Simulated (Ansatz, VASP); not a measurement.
**Al2Au in VASP and in Ansatz**

```
CELL_PARAMETERS angstrom
0.00000 3.00000 3.00000
3.00000 0.00000 3.00000
3.00000 3.00000 0.00000
ATOMIC_POSITIONS crystal
Au 0.00000 0.00000 0.00000
Al 0.75000 0.75000 0.75000
Al 0.25000 0.25000 0.25000
```

Alike in both runs: task single point; functional PBEsol; k mesh 8 × 8 × 8; occupations fermi-dirac, width 0.05 eV; no spin polarisation.

|  | VASP | Ansatz |
| --- | --- | --- |
| version | VASP 6.6.1 | Ansatz 0.2.0 |
| potentials or method | VASP PAW PBE potentials, release 64 (Au, Al) | Ansatz PAW |
| plane-wave cutoff (eV) | 520 | 420 |
| valence electrons in the cell | 17 | 25 |

|  | VASP | Ansatz | Ansatz less VASP |
| --- | --- | --- | --- |
| gap on the k mesh at the Fermi level (eV) | none | none | - |
| pressure (GPa) | -0.1 | 0.1 | +0.16 |

A gap of «none» marks a metal or a gap that the smearing closes. The two sets of potentials don't hold the same shells in valence.

Caveats: the PAW data sets were made with another functional, which shifts forces and pressure a little (VASP); the PAW data sets come from PBE, with cores solved anew for the run's functional, which leaves a small shift of forces and pressure (Ansatz). Spin-orbit coupling is left out, which matters for the levels of Au.
